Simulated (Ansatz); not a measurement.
Runs of Ansatz 0.2.0 on ZrB2. Symmetry: P6/mmm, No. 191, hexagonal system. Conventional cell: a = 3.170 Å, b = 3.170 Å, c = 3.533 Å, α = 90.00°, β = 90.00°, γ = 120.00°. Zr (site symmetry 6/mmm) has 12 B at 2.54 Å as nearest neighbours. B (site symmetry -6m2) is surrounded by 3 B at 1.83 Å. 

```csv
task,level,potentials or basis,spin,k mesh,cutoff (eV),points for each segment of the path,gap on the mesh (eV),V0 of scaled cells (Å³/atom),B0 (GPa)
band structure,PBE,Ansatz PAW,"SOC, no magnetisation",10 × 10 × 8,420,14,none,-,-
phonons,PBEsol,Ansatz PAW,off,8 × 8 × 6,420,-,none,-,-
equation of state,PBEsol,PseudoDojo PBEsol stringent,off,10 × 10 × 8,1034,-,-,10.09,250
equation of state,r2SCAN+rVV10,Ansatz PAW,off,10 × 10 × 8,500,-,-,(b),246
equation of state,PBE,Ansatz PAW earlier set,off,10 × 10 × 8,710,-,-,10.28,(a)
```

Alike in all rows: cell as given; smearing fermi-dirac 0.05 eV.

Task: Fill in the values left out.

Result: (a) 239; (b) 10.24.

Caveats: the cell was scaled at fixed shape and fractional positions, which overstates the stiffness of a crystal with free parameters, most of all of layers and chains (some runs); the PAW data sets come from PBE, with cores solved anew for the run's functional, which leaves a small shift of forces and pressure (some runs); the PAW data sets were made with another functional, which shifts forces and pressure a little (some runs).

A k mesh can miss the band edges, and rows without SOC leave out spin-orbit coupling on Zr.

A gap of «none» marks a metal or a gap under the smearing width.
